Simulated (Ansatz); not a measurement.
**Vibrational response of TaC**

Theory: DFT PBE, scalar-relativistic, plane waves, PAW (Ansatz). Settings: 420 eV plane-wave cutoff, Γ-centred 24×24×24 mesh, Fermi-Dirac smearing of 0.15 eV. No spin polarisation. Phonons by linear response, acoustic sum rule imposed.

Relaxed structure:
```xyz
2
Lattice="0.0000 2.2382 2.2382 2.2382 0.0000 2.2382 2.2382 2.2382 0.0000" Properties=species:S:1:pos:R:3 pbc="T T T"
Ta    2.2382    2.2382    2.2382
C     0.0000    0.0000    0.0000
```

The cell has the rock salt type, in a space group that the Crystallography Open Database lists for this formula; it was reached from a generator's guess. In a metal, frequencies depend on the k mesh and the smearing, soft modes most. Spin–orbit coupling is left out, which matters for heavy elements.

Question: Is this structure stable against zone-centre distortions?

Answer: Yes, at Γ: no optical mode is imaginary. Strains and other wave vectors aren't tested by this run.

Question: List the optical modes at Γ (i marks imaginary ones).

Answer:
```tsv
frequency (meV)	degeneracy
66.7	3
```
